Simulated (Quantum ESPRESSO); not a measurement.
A run of Quantum ESPRESSO 7.5 is set up as follows.

pw.in

```
&CONTROL
  calculation = 'scf'
  prefix = 'pwscf'
  outdir = './tmp'
  pseudo_dir = './pseudo'
  tprnfor = .true.
  disk_io = 'low'
/
&SYSTEM
  ibrav = 0
  celldm(1) = 8
  nat = 6
  ntyp = 1
  ecutwfc = 96
  nbnd = 69
  occupations = 'smearing'
  smearing = 'fd'
  degauss = 0.00367493
  nspin = 2
  starting_magnetization(1) = 0.1176
/
&ELECTRONS
  conv_thr = 6d-09
  electron_maxstep = 150
  mixing_beta = 0.3
  mixing_mode = 'local-TF'
/
ATOMIC_SPECIES
Co    58.9332 Co.upf
CELL_PARAMETERS alat
  0.5875547979387   0.0000000000000   0.0000000000000
 -0.2937773989677   0.5088373811294   0.0000000000000
  0.0000000000000   0.0000000000000   5.9616985184932
ATOMIC_POSITIONS crystal
Co     0.3333333300    0.6666666600    0.2971666944
Co     0.6666666700    0.3333333400    0.3808401562
Co     0.3333333300    0.6666666600    0.4581632691
Co     0.6666666700    0.3333333400    0.5418367309
Co     0.3333333300    0.6666666600    0.6191598438
Co     0.6666666700    0.3333333400    0.7028333056
K_POINTS automatic
12 12 1 0 0 0
```

The input pp_density.in:

```
&INPUTPP
  prefix = 'pwscf'
  outdir = './tmp'
  filplot = 'density.dat'
  plot_num = 0
/
&PLOT
  nfile = 1
  filepp(1) = 'density.dat'
  iflag = 3
  output_format = 6
  fileout = 'density.cube'
/
```

Contents of pp_potential.in:

```
&INPUTPP
  prefix = 'pwscf'
  outdir = './tmp'
  filplot = 'potential.dat'
  plot_num = 11
/
&PLOT
  nfile = 1
  filepp(1) = 'potential.dat'
  iflag = 3
  output_format = 6
  fileout = 'potential.cube'
/
```

Contents of pp_spin.in:

```
&INPUTPP
  prefix = 'pwscf'
  outdir = './tmp'
  filplot = 'spin.dat'
  plot_num = 6
/
&PLOT
  nfile = 1
  filepp(1) = 'spin.dat'
  iflag = 3
  output_format = 6
  fileout = 'spin.cube'
/
```

The input pp_elf.in:

```
&INPUTPP
  prefix = 'pwscf'
  outdir = './tmp'
  filplot = 'elf.dat'
  plot_num = 8
/
&PLOT
  nfile = 1
  filepp(1) = 'elf.dat'
  iflag = 3
  output_format = 6
  fileout = 'elf.cube'
/
```

Potentials or basis: PseudoDojo 0.4.1 SR PBE standard.

Launch:

```sh
$ OMP_NUM_THREADS=1 mpirun -n 2 pw.x -nk 2 -in pw.in > pw.out
$ OMP_NUM_THREADS=1 mpirun -n 1 pp.x -in pp_density.in > pp_density.out
$ OMP_NUM_THREADS=1 mpirun -n 1 pp.x -in pp_potential.in > pp_potential.out
$ OMP_NUM_THREADS=1 mpirun -n 1 pp.x -in pp_spin.in > pp_spin.out
$ OMP_NUM_THREADS=1 mpirun -n 1 pp.x -in pp_elf.in > pp_elf.out
```

(1) Estimate the work function of the upper face.

(2) Predict the work function of the lower face.

(3) What does it give for the absolute moment?

## Answers

(1) 5.03 eV.

(2) 5.03 eV.

(3) 11.30 μB per cell.
